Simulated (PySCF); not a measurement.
Molfile (atoms numbered from 1):
```
C4H9N
     RDKit          3D

 14 14  0  0  0  0  0  0  0  0999 V2000
   -0.0855   -1.1805   -0.0215 C   0  0  0  0  0  0  0  0  0  0  0  0
    1.1434   -0.2580    0.1256 C   0  0  0  0  0  0  0  0  0  0  0  0
    0.5323    1.1506    0.2722 C   0  0  0  0  0  0  0  0  0  0  0  0
   -0.7675    1.1114   -0.3759 N   0  0  0  0  0  0  0  0  0  0  0  0
   -1.2866   -0.2055   -0.0415 C   0  0  0  0  0  0  0  0  0  0  0  0
   -0.0328   -1.7631   -0.9542 H   0  0  0  0  0  0  0  0  0  0  0  0
   -0.1656   -1.9077    0.8009 H   0  0  0  0  0  0  0  0  0  0  0  0
    1.7771   -0.3069   -0.7741 H   0  0  0  0  0  0  0  0  0  0  0  0
    1.7824   -0.5308    0.9791 H   0  0  0  0  0  0  0  0  0  0  0  0
    0.3849    1.3871    1.3413 H   0  0  0  0  0  0  0  0  0  0  0  0
    1.1611    1.9498   -0.1478 H   0  0  0  0  0  0  0  0  0  0  0  0
   -0.6351    1.1693   -1.3847 H   0  0  0  0  0  0  0  0  0  0  0  0
   -2.0837   -0.5025   -0.7388 H   0  0  0  0  0  0  0  0  0  0  0  0
   -1.7440   -0.1572    0.9625 H   0  0  0  0  0  0  0  0  0  0  0  0
  1  2  1  0
  2  3  1  0
  3  4  1  0
  4  5  1  0
  5  1  1  0
  1  6  1  0
  1  7  1  0
  2  8  1  0
  2  9  1  0
  3 10  1  0
  3 11  1  0
  4 12  1  0
  5 13  1  0
  5 14  1  0
M  END
```

Geometry: PBE0-D3(BJ)/def2-SVP; GIAO shifts from PySCF 2.14, gas phase, non-relativistic, averaged over equivalent atoms.

At LC-wPBE/pcSseg-1 (130 basis functions, 17 s wall time on 1 thread of an AMD EPYC 7B13, shared host):
| atoms | δ (ppm) |
| --- | --- |
| C3/C5 | 48.7 |
| C1/C2 | 25.9 |
| N4 | 53.5 |
| H10/H11/H13/H14 | 2.58 |
| H6/H7/H8/H9 | 1.38 |
| H12 | 0.10 |

References, each an isolated molecule treated in the same way: TMS for 13C (188.56 ppm), 1H (31.33 ppm); 15N (267.73 ppm) vs NH3.

Problem. Predict the values at PBE0/def2-TZVP on the same geometry.

Solution. 
```json
{"atoms": "C3/C5", "δ at PBE0/def2-TZVP": "51.4", "change": "+2.7"}
{"atoms": "C1/C2", "δ at PBE0/def2-TZVP": "27.3", "change": "+1.4"}
{"atoms": "N4", "δ at PBE0/def2-TZVP": "63.8", "change": "+10.3"}
{"atoms": "H10/H11/H13/H14", "δ at PBE0/def2-TZVP": "2.74", "change": "+0.16"}
{"atoms": "H6/H7/H8/H9", "δ at PBE0/def2-TZVP": "1.51", "change": "+0.13"}
{"atoms": "H12", "δ at PBE0/def2-TZVP": "0.28", "change": "+0.18"}
```

Scale: 13C (186.65 ppm) and 1H (31.48 ppm) against TMS; NH3 for 15N (265.93 ppm) (reference shieldings calculated alike).

The largest change is at N4 (amine nitrogen). Cost: 209 basis functions, 18 s wall time on 1 thread of an AMD EPYC 7B13, shared host.

Experimental scales use liquid or dissolved standards, which lie at an offset from isolated NH3 (liquid NH3: subtract about 20 ppm).
